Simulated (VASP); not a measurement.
ZrB2:

```xyz
3
Lattice="3.1700 0.0000 0.0000 -1.5850 2.7453 0.0000 0.0000 0.0000 3.5330" Properties=species:S:1:pos:R:3 pbc="T T T"
Zr    0.0000    0.0000    0.0000
B     1.5850    0.9151    1.7665
B     0.0000    1.8302    1.7665
```

Base run:

```yaml
Program: VASP 6.6.1
Functional: LDA
Potentials_or_basis: VASP PAW LDA potentials, release 64 (Zr_sv_GW, B_GW)
Cutoff: 550 eV
k_mesh: 10 × 10 × 8
Occupations: gaussian, width 0.05 eV
Spin: no spin polarisation
```

Its results: band gap on the k mesh none (metal or under the smearing width); pressure -9.0 GPa.

Problem. The run is repeated on the same cell with these changes: potentials or basis from VASP PAW LDA potentials, release 64 (Zr_sv_GW, B_GW) to VASP PAW LDA potentials, release 64 (Zr_sv, B); cutoff from 550 eV to 520 eV; occupations from gaussian, width 0.05 eV to gaussian, width 0.1 eV. What comes out?

Solution. Band gap on the k mesh none (metal or under the smearing width); pressure -8.3 GPa.

Not every run made on this cell is shown here.
